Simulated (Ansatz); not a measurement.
## Energy against total moment in CuO

The cell (4 atoms) is CuO as an experimental structure (space group C2/c). Source: COD entry 9015568, which need not be the ambient phase.

```
CELL_PARAMETERS angstrom
2.33985 -1.73840 0.00000
2.33985 1.73840 0.00000
-0.76940 0.00000 5.06115
ATOMIC_POSITIONS crystal
Cu 0.00000 0.50000 0.00000
Cu 0.50000 0.00000 0.50000
O 0.53790 0.46210 0.25000
O 0.46210 0.53790 0.75000
```

Numbers behind element symbols give the atom's place in this list.

Computed with DFT, r2SCAN, PAW, plane waves, scalar-relativistic (Ansatz development build ahead of 0.2.0).

```json
{"Plane-wave cutoff": "500 eV", "k-point mesh": "8×8×5 (Γ-centred)", "Occupations": "Gaussian smearing, 0.1 eV"}
```

Site moments are integrals over atomic spheres and don't add up to the total.

A semilocal functional without U tends to delocalise d and f electrons, and can give a metal where the real compound is an insulator. A small moment in a metal is sensitive to the mesh and the smearing.

For a metal this mesh leaves errors of several meV/atom.

The total moment of the cell is held fixed (separate Fermi levels for the two spins), shared at the start among the Cu atoms with one sign; no search for lower states follows. F is the free energy per cell, and F(lowest) that of the lowest run, the runs with a free moment included. Each row is one local solution, which need not be the lowest state at that M. The run at M = 0 starts without moments and gives the spin-unpolarised solution; a state with cancelling moments wasn't tried, and may lie lower.

The run at M = 1.76 μB took 21 s on 2 threads of x86-64 server CPU, with other jobs on the host, peak memory 0.61 GiB.

```json
{"fixed M (μB/cell)": "0.00", "F − F(lowest) (meV/cell)": "81", "moments of Cu1 Cu2 O3 O4 (μB)": "0.00 0.00 0.00 0.00"}
{"fixed M (μB/cell)": "0.44", "F − F(lowest) (meV/cell)": "75", "moments of Cu1 Cu2 O3 O4 (μB)": "0.15 0.15 0.07 0.07"}
{"fixed M (μB/cell)": "0.88", "F − F(lowest) (meV/cell)": "58", "moments of Cu1 Cu2 O3 O4 (μB)": "0.30 0.30 0.14 0.14"}
{"fixed M (μB/cell)": "1.32", "F − F(lowest) (meV/cell)": "36", "moments of Cu1 Cu2 O3 O4 (μB)": "0.45 0.45 0.21 0.21"}
{"fixed M (μB/cell)": "1.76", "F − F(lowest) (meV/cell)": "4", "moments of Cu1 Cu2 O3 O4 (μB)": "0.58 0.58 0.29 0.29"}
{"fixed M (μB/cell)": "2.20", "F − F(lowest) (meV/cell)": "?", "moments of Cu1 Cu2 O3 O4 (μB)": "?"}
{"fixed M (μB/cell)": "2.64", "F − F(lowest) (meV/cell)": "1586", "moments of Cu1 Cu2 O3 O4 (μB)": "0.76 0.76 0.44 0.44"}
{"fixed M (μB/cell)": "3.08", "F − F(lowest) (meV/cell)": "?", "moments of Cu1 Cu2 O3 O4 (μB)": "?"}
{"fixed M (μB/cell)": "3.52", "F − F(lowest) (meV/cell)": "4247", "moments of Cu1 Cu2 O3 O4 (μB)": "0.89 0.89 0.59 0.59"}
```

Task: Fill in the row for M = 2.20 μB.

Result: 420 meV; moments Cu1 0.69, Cu2 0.69, O3 0.37, O4 0.37 μB.

Task: Fill in the row for M = 3.08 μB.

Result: 2894 meV; moments Cu1 0.83, Cu2 0.83, O3 0.52, O4 0.52 μB.

Task: Where do runs with a free total moment end?

Result: “parallel moments scaled by 0.1, free total moment [Cu1 0.10, Cu2 0.10 μB]” ends at 1.88 μB, 0 meV; “parallel moments, free total moment [Cu1 1.00, Cu2 1.00 μB]” ends at 1.88 μB, 0 meV. No free run was started from opposed moments.
